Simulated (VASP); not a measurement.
Write the native input for VASP 6.6.1 that does the following.

```yaml
Task: single point
Functional: LDA
Potentials_or_basis: VASP PAW LDA potentials, release 64 (N)
Cutoff: 520 eV
k_mesh: 1 × 1 × 1
Occupations: fermi-dirac, width 0.05 eV
Spin: no spin polarisation
Dipole_correction: no
Further_INCAR_settings: LREAL = Auto; ALGO = Normal; EDIFF = 1e-06; NBANDS = 78
```

The structure of N lies in POSCAR:

```
N
1.0
    8.8620950000      0.0000000000      0.0000000000
    0.0000000000      8.8620950000      0.0000000000
    0.0000000000      0.0000000000      8.8620950000
N
24
Direct
    0.9262708197      0.6425342992      0.2838380767
    0.8521235667      0.6770859486      0.3727448194
    0.8841363131      0.6169083044      0.7817113222
    0.8215213220      0.7179115096      0.7479608377
    0.1654123545      0.9339890850      0.4351792663
    0.2572190887      0.9538828009      0.3515083059
    0.9517726903      0.3427067753      0.4813534497
    0.8446196977      0.2911049814      0.5194482794
    0.0759188431      0.4187384586      0.9276926054
    0.1721150586      0.4974670211      0.9323416190
    0.8289913390      0.0229178315      0.8488173508
    0.9015701141      0.1124903310      0.7977684735
    0.5152731944      0.5702376244      0.4416337220
    0.5200011961      0.4441387731      0.4474224210
    0.4781939259      0.7570106166      0.8745674697
    0.4496228036      0.7053298345      0.7634312203
    0.6662871477      1.0177390335      0.1739092167
    0.5675520292      1.0369557086      0.0956545828
    0.1650174141      1.0116795182      1.0839649090
    0.2288059426      0.9366746802      1.0145682257
    0.4145859416      0.1916589700      0.8500247402
    0.4733192321      0.2949641140      0.8126069513
    0.6412704897      0.0243847533      0.4793223273
    0.5457513150      0.0930705437      0.4543169533
```

The cell was built by a generator and needn't be a form met in nature.

These files were run (other wordings do the same):

INCAR

```
PREC     = Accurate       # precision mode
ENCUT    = 520            # plane-wave cutoff, eV
EDIFF    = 1E-6           # SCF threshold, eV
ISMEAR   = -1             # smearing method
SIGMA    = 0.05           # smearing width, eV
LREAL    = Auto         
LASPH    = True           # aspherical terms in the spheres
NELM     = 60             # most SCF steps
ALGO     = Normal         # electronic algorithm
ISIF     = 2              # what is computed and relaxed
LWAVE    = False          # write WAVECAR
LCHARG   = False          # write CHGCAR
NBANDS   = 78             # bands
```

KPOINTS

```
Automatic mesh
0
Gamma
  1 1 1
```

Potentials or basis: VASP PAW LDA potentials, release 64 (N).

Launch:

```bash
$ cat potpaw_LDA.64/N/POTCAR > POTCAR
$ mpirun -np 1 vasp_gam > vasp.out
```

It gave:

```json
{
 "Pressure": "0.6 GPa",
 "Largest force": "6.619 eV/Å",
 "Band gap on the k mesh": "6.93 eV, direct"
}
```

Caveat: the standard files for N, O and F lose accuracy on very short bonds.

Run time: 47 s on 1 thread of AMD EPYC 9R45 96-Core Processor (Zen 5), on a shared host, peak memory 0.44 GiB.
